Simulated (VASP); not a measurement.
**Input and output of a VASP PBE single-point calculation on PbS (strained measured structure)**

INCAR

```
LCHARG = .FALSE.
PREC = Accurate
ENCUT = 520
GGA = PE
LREAL = .FALSE.
ISMEAR = -1
NELM = 120
SIGMA = 0.02
LASPH = .TRUE.
IBRION = -1
ISIF = 2
LWAVE = .FALSE.
NSW = 0
EDIFF = 1E-7
NBANDS = 28
```

KPOINTS

```
KPOINTS created by Atomic Simulation Environment
0
Gamma
6 6 4
0 0 0
```

KPOINTS_OPT

```
special points
7
Reciprocal
0.0000000000 0.0000000000 0.0000000000 1
0.0000000000 0.0000000000 0.5000000000 1
-0.4998273751 0.4998273751 0.5000000000 1
-0.5000000000 0.5000000000 0.0000000000 1
-0.5000000000 0.0000000000 0.5000000000 1
-0.5000000000 0.0000000000 0.0000000000 1
0.0000000000 0.5000000000 0.5000000000 1
```

POSCAR

```
Pb S
 1.0000000000000000
     2.9812687020999999   -2.9956266916000001    0.2885572983000000
     2.9812687020999999    2.9956266916000001    0.2885572983000000
    -0.5888557884000000    0.0000000000000000    5.9261748062999997
 Pb  S
   2   2
Cartesian
  4.0301694101905881 -0.0000000000000001  4.8774718226708336
  1.3435122056094104 -0.0000000000000000  1.6258175802291672
  1.0494264714943267 -0.0000000000000000  4.5891190285657633
  4.3242551443056723  0.0000000000000002  1.9141703743342382
```

VASP ran with the recommended PBE PAW datasets (40 valence electrons in the cell).

Command

```
mpirun -np 1 vasp_std
```

OSZICAR

```
N       E                     dE             d eps       ncg     rms          rms(c)
DAV:   1     0.421057320297E+03    0.42106E+03   -0.18941E+04  2632   0.154E+03
DAV:   2     0.297817652239E+02   -0.39128E+03   -0.37957E+03  2668   0.404E+02
DAV:   3    -0.162764589836E+02   -0.46058E+02   -0.44703E+02  3428   0.155E+02
DAV:   4    -0.184409178875E+02   -0.21645E+01   -0.21553E+01  3088   0.348E+01
DAV:   5    -0.185312976222E+02   -0.90380E-01   -0.90363E-01  3504   0.746E+00    0.628E+00
DAV:   6    -0.175037194993E+02    0.10276E+01   -0.24960E+00  3668   0.965E+00    0.402E+00
DAV:   7    -0.175158669811E+02   -0.12147E-01   -0.41550E-01  2828   0.262E+00    0.270E+00
DAV:   8    -0.175285358181E+02   -0.12669E-01   -0.73315E-02  3164   0.233E+00    0.137E+00
DAV:   9    -0.175218506476E+02    0.66852E-02   -0.17935E-02  3604   0.113E+00    0.270E-01
DAV:  10    -0.175222554810E+02   -0.40483E-03   -0.25862E-03  3244   0.245E-01    0.102E-01
DAV:  11    -0.175222856069E+02   -0.30126E-04   -0.14029E-04  3068   0.907E-02    0.309E-02
DAV:  12    -0.175222867544E+02   -0.11475E-05   -0.90438E-06  3600   0.218E-02    0.419E-03
DAV:  13    -0.175222858589E+02    0.89546E-06   -0.34599E-06  3596   0.112E-02    0.955E-04
DAV:  14    -0.175222857774E+02    0.81528E-07   -0.33093E-07  2492   0.299E-03
   1 F= -.17522286E+02 E0= -.17522286E+02  d E =-.384709E-06
       N       E                     dE             ncg
DAV:   1     0.477459535543E+04   -0.50353E+04      392
DAV:   2     0.203859923619E+04   -0.27360E+04      396
DAV:   3     0.172172264905E+04   -0.31688E+03      492
DAV:   4     0.170592892165E+04   -0.15794E+02      456
DAV:   5     0.170521560580E+04   -0.71332E+00      556
DAV:   6     0.170520260728E+04   -0.12999E-01      512
DAV:   7     0.170520212738E+04   -0.47991E-03      568
DAV:   8     0.170520212384E+04   -0.35344E-05      496
DAV:   9     0.170520212376E+04   -0.83987E-07      320
```

From OUTCAR

```
k-points           NKPTS =     47   k-points in BZ     NKDIM =     47   number of bands    NBANDS=     28

   NELECT =      40.0000    total number of electrons

   dimension x,y,z NGX =    32 NGY =   32 NGZ =   48
   dimension x,y,z NGXF=    64 NGYF=   64 NGZF=   96

  energy-cutoff  :      520.00
  volume of cell :      106.87
      direct lattice vectors                 reciprocal lattice vectors
     2.981268702 -2.995626692  0.288557298     0.166116198 -0.166909983  0.016506176
     2.981268702  2.995626692  0.288557298     0.166116198  0.166909983  0.016506176
    -0.588855788  0.000000000  5.926174806    -0.016177060  0.000000000  0.167135476

 k-points in reciprocal lattice and weights: KPOINTS created by Atomic Simulation Env
   0.00000000  0.00000000  0.00000000       0.007
   0.16666667 -0.00000000  0.00000000       0.028
   0.33333333 -0.00000000  0.00000000       0.028
   0.50000000  0.00000000  0.00000000       0.014
   0.16666667  0.16666667  0.00000000       0.014
   0.33333333  0.16666667  0.00000000       0.028
   0.50000000  0.16666667 -0.00000000       0.028
  -0.33333333  0.16666667  0.00000000       0.028
   ...

 E-fermi :   5.7116

 k-point     1 :       0.0000    0.0000    0.0000
  band No.  band energies     occupation
      1     -11.3949      2.00000
      2     -11.2984      2.00000
      3     -11.2753      2.00000
      4     -11.2752      2.00000
      5     -11.2749      2.00000
      6     -11.2590      2.00000
      7     -11.2571      2.00000
      8     -11.2348      2.00000
      9     -11.2190      2.00000
     10     -11.2189      2.00000
     11      -7.8719      2.00000
     12      -6.2767      2.00000
     13      -1.6765      2.00000
     14      -0.5674      2.00000
     15       0.5110      2.00000
     16       2.2172      2.00000
     17       2.2187      2.00000
     18       3.4235      2.00000
     19       3.4738      2.00000
     20       3.4744      2.00000
     21       9.4635      0.00000
     22      10.6082      0.00000
     23      10.6115      0.00000
     24      10.7410      0.00000
     25      11.0468      0.00000
     26      11.0806      0.00000
     27      11.0899      0.00000
     28      12.2876      0.00000

 k-point     2 :       0.1667   -0.0000    0.0000
  band No.  band energies     occupation
      1     -11.3779      2.00000
      2     -11.2888      2.00000
      3     -11.2748      2.00000
      4     -11.2711      2.00000
      5     -11.2708      2.00000
      6     -11.2637      2.00000
      7     -11.2558      2.00000
      8     -11.2430      2.00000
      9     -11.2263      2.00000
     10     -11.2224      2.00000
     11      -7.7207      2.00000
     12      -6.2699      2.00000
     13      -2.0638      2.00000
     14      -1.0282      2.00000
     15       0.6935      2.00000
     16       2.4391      2.00000
     17       2.6583      2.00000
     18       3.2415      2.00000
     19       3.6196      2.00000
     20       3.9241      2.00000
     21       9.1469      0.00000
     22       9.3406      0.00000
     23       9.5745      0.00000
     24      10.2797      0.00000
     25      10.2995      0.00000
     26      10.8189      0.00000
     27      11.1206      0.00000
     28      12.3502      0.00000

 k-point     3 :       0.3333   -0.0000    0.0000
  band No.  band energies     occupation
      1     -11.3393      2.00000
      2     -11.2782      2.00000
      3     -11.2723      2.00000
      4     -11.2714      2.00000
      5     -11.2662      2.00000
      6     -11.2603      2.00000
      7     -11.2601      2.00000
      8     -11.2459      2.00000
      9     -11.2438      2.00000
     10     -11.2320      2.00000
     11      -7.3014      2.00000
     12      -6.3657      2.00000
     13      -2.6058      2.00000
     14      -1.9039      2.00000
     15       1.2075      2.00000
     16       2.7033      2.00000
     17       3.0324      2.00000
     18       3.6181      2.00000
     19       3.8796      2.00000
     20       4.7736      2.00000
     21       7.3156      0.00000
     22       8.1630      0.00000
     23       8.2372      0.00000
     24       8.9145      0.00000
     25       9.7728      0.00000
     26      10.2894      0.00000
     27      12.7231      0.00000
     28      12.9752      0.00000

 k-point     4 :       0.5000    0.0000    0.0000
  band No.  band energies     occupation
      1     -11.3022      2.00000
      2     -11.3021      2.00000
      3     -11.2726      2.00000
      4     -11.2726      2.00000
      5     -11.2612      2.00000
      6     -11.2612      2.00000
      7     -11.2469      2.00000
      8     -11.2469      2.00000
      9     -11.2457      2.00000
     10     -11.2456      2.00000
     11      -6.7560      2.00000
     12      -6.7549      2.00000
     13      -2.5636      2.00000
     14      -2.5622      2.00000
     15       1.9432      2.00000
     16       1.9445      2.00000
     17       3.7033      2.00000
     18       3.7044      2.00000
     19       4.7056      2.00000
     20       4.7056      2.00000
     21       6.9705      0.00000
     22       6.9706      0.00000
     23       7.9731      0.00000
     24       7.9748      0.00000
     25       9.8251      0.00000
     26       9.8280      0.00000
     27      13.8405      0.00000
     28      13.8421      0.00000

 k-point     5 :       0.1667    0.1667    0.0000
  band No.  band energies     occupation
      1     -11.3671      2.00000
      2     -11.2808      2.00000
      3     -11.2798      2.00000
      4     -11.2795      2.00000
      5     -11.2620      2.00000
      6     -11.2615      2.00000
      7     -11.2518      2.00000
      8     -11.2495      2.00000
      9     -11.2394      2.00000
     10     -11.2189      2.00000
     11      -7.5690      2.00000
     12      -6.2547      2.00000
     13      -2.2049      2.00000
     14      -1.2684      2.00000
     15       0.8642      2.00000
     16       1.7079      2.00000
     17       3.0982      2.00000
     18       3.1520      2.00000
     19       3.7671      2.00000
     20       4.4575      2.00000
     21       7.8593      0.00000
     22       8.6555      0.00000
     23       9.7928      0.00000
     24      10.2654      0.00000
     25      10.3797      0.00000
     26      10.6151      0.00000
     27      11.0113      0.00000
     28      12.3028      0.00000

 k-point     6 :       0.3333    0.1667    0.0000
  band No.  band energies     occupation
      1     -11.3463      2.00000
      2     -11.3056      2.00000
      3     -11.2826      2.00000
      4     -11.2639      2.00000
      5     -11.2590      2.00000
      6     -11.2585      2.00000
      7     -11.2538      2.00000
      8     -11.2479      2.00000
      9     -11.2407      2.00000
     10     -11.2231      2.00000
     11      -7.1586      2.00000
     12      -6.3177      2.00000
     13      -2.4753      2.00000
     14      -1.8634      2.00000
     15       1.3397      2.00000
     16       1.7472      2.00000
     17       2.6597      2.00000
     18       3.1491      2.00000
     19       4.0080      2.00000
     20       4.5094      2.00000
     21       7.5579      0.00000
     22       7.7546      0.00000
     23       9.5536      0.00000
     24       9.8586      0.00000
     25       9.9035      0.00000
     26      10.1577      0.00000
     27      11.2999      0.00000
     28      13.5245      0.00000

 k-point     7 :       0.5000    0.1667   -0.0000
  band No.  band energies     occupation
      1     -11.3280      2.00000
      2     -11.3279      2.00000
      3     -11.2754      2.00000
      4     -11.2753      2.00000
      5     -11.2630      2.00000
      6     -11.2630      2.00000
      7     -11.2382      2.00000
      8     -11.2382      2.00000
      9     -11.2340      2.00000
     10     -11.2339      2.00000
     11      -6.6511      2.00000
     12      -6.6500      2.00000
     13      -2.3979      2.00000
     14      -2.3966      2.00000
     15       2.0036      2.00000
     16       2.0049      2.00000
     17       2.5301      2.00000
     18       2.5317      2.00000
     19       4.0974      2.00000
     20       4.0989      2.00000
     21       7.8656      0.00000
     22       7.8670      0.00000
     23       9.1889      0.00000
     24       9.1904      0.00000
     25       9.7997      0.00000
     26       9.8023      0.00000
     27      12.3176      0.00000
     28      12.3189      0.00000

 ...

  Total        0.2850786      0.2736914      1.0348369      0.0000000      0.0000000     -0.0388355
  in kB        4.2739071      4.1031889     15.5143052      0.0000000      0.0000000     -0.5822228
  external PRESSURE =       7.9638004 kB  Pullay stress =       0.0000000 kB

 POSITION                                       TOTAL-FORCE (eV/Angst)
 -----------------------------------------------------------------------------------
      4.03017      0.00000      4.87747         0.000144      0.000000      0.000050
      1.34351      0.00000      1.62582        -0.000144      0.000000     -0.000050
      1.04943      0.00000      4.58912        -0.000311      0.000000     -0.000261
      4.32426      0.00000      1.91417         0.000311      0.000000      0.000261
 -----------------------------------------------------------------------------------
    total drift:                                0.000000      0.000000     -0.000000

  FREE ENERGIE OF THE ION-ELECTRON SYSTEM (eV)
  ---------------------------------------------------
  free  energy   TOTEN  =       -17.5222857774 eV

  energy  without entropy=      -17.5222853927  energy(sigma->0) =      -17.52228559
```

* gap between bands v and c: 0.44 eV
* least direct gap: 0.44 eV
* pressure: 0.8 GPa

Band v is the last that the valence electrons fill when counted band by band, and c is the next.

The run took about 90 s on one core of a shared host (Intel Xeon Platinum 8488C) and held 0.32 GiB at most.
